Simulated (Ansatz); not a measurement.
## TiSi2: Ti interstitial

Theory: Ansatz 0.2.0, DFT PBEsol, scalar-relativistic, plane waves, PAW. Run with 420 eV cutoff, 5×5×5 k-mesh, Gaussian smearing of 0.10 eV, no spin polarisation.

Host crystal, relaxed:

```
Ti Si
1.0
     0.00000    4.09106    4.24805
     2.38088    0.00000    4.24805
     2.38088    4.09106    0.00000
Ti Si
2 4
Direct
  0.75000 0.75000 0.75000
  0.50000 0.50000 0.50000
  0.08617 0.41383 0.08617
  0.41383 0.08617 0.41383
  0.16383 0.83617 0.16383
  0.83617 0.16383 0.83617
```

Supercell of 24 atoms, rows in host cell vectors: 0 1 1; 1 -2 0; 1 0 -2. Atoms relax at the host's cell, keeping the symmetry that the supercell leaves at the site. The cell is small, so energies carry finite-size errors of tenths of an eV. The host is a metal. Atoms are taken from and returned to the elements' standard states.

Defect: Ti interstitial at (0.458, 0.800, 0.200) of the host cell.

Problem. What is the formation energy of the neutral defect?

Solution. 3.77 eV.

Problem. Does the neutral defect carry a moment, and how do its surroundings relax?

Solution. The neutral run had no spin polarisation, so a moment wasn't tested. The nearest neighbours before are 1 Ti at 1.70 Å, 1 Si at 1.72 Å, 1 Si at 1.74 Å, 1 Ti at 1.78 Å; after relaxation the atoms near the site are 1 Si at 2.33 Å, 1 Ti at 2.49 Å, 1 Si at 2.49 Å, 1 Si at 2.58 Å, 1 Ti at 2.59 Å, 1 Si at 2.67 Å, 1 Ti at 2.68 Å, 1 Si at 2.70 Å, 1 Ti at 2.76 Å, 1 Si at 2.90 Å; the largest move is 1.95 Å.